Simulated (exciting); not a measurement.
Here is an exciting (release sodium) calculation.

File input.xml:

```xml
<input>
  <title>Al</title>
  <structure speciespath="./" tshift="false">
    <crystal scale="1">
      <basevect>-3.210550199433 2.956109915109 3.025069800849</basevect>
      <basevect>3.082054492137 -2.991264490205 2.931728668649</basevect>
      <basevect>3.137637006640 2.918351297413 -3.060224375945</basevect>
    </crystal>
    <species speciesfile="Al.xml" rmt="2">
      <atom coord="-0.000693000000 0.012387000000 0.005849000000"/>
    </species>
  </structure>
  <groundstate do="fromscratch" ngridk="12 12 12" rgkmax="7.5" gmaxvr="14" lmaxapw="10" lmaxmat="10" lmaxvr="8" xctype="GGA_PBE" stype="Fermi Dirac" swidth="0.00183747" nempty="8" ValenceRelativity="iora*" epsengy="1e-05" epspot="1e-05" maxscl="60" tforce="true" outputlevel="normal"/>
  <properties>
    <chargedensityplot>
      <plot3d>
        <box grid="15 14 14">
          <origin coord="0 0 0"/>
          <point coord="1 0 0"/>
          <point coord="0 1 0"/>
          <point coord="0 0 1"/>
        </box>
      </plot3d>
    </chargedensityplot>
    <elfplot>
      <plot3d>
        <box grid="15 14 14">
          <origin coord="0 0 0"/>
          <point coord="1 0 0"/>
          <point coord="0 1 0"/>
          <point coord="0 0 1"/>
        </box>
      </plot3d>
    </elfplot>
    <exccplot>
      <plot3d>
        <box grid="15 14 14">
          <origin coord="0 0 0"/>
          <point coord="1 0 0"/>
          <point coord="0 1 0"/>
          <point coord="0 0 1"/>
        </box>
      </plot3d>
    </exccplot>
  </properties>
</input>
```

Potentials or basis: all-electron LAPW+lo, shipped species files, valence relativity iora*.

Run with:

```console
$ OMP_NUM_THREADS=1 exciting_smp
```

Question: Estimate the band gap on the k mesh.

Answer: None (metal or under the smearing width).
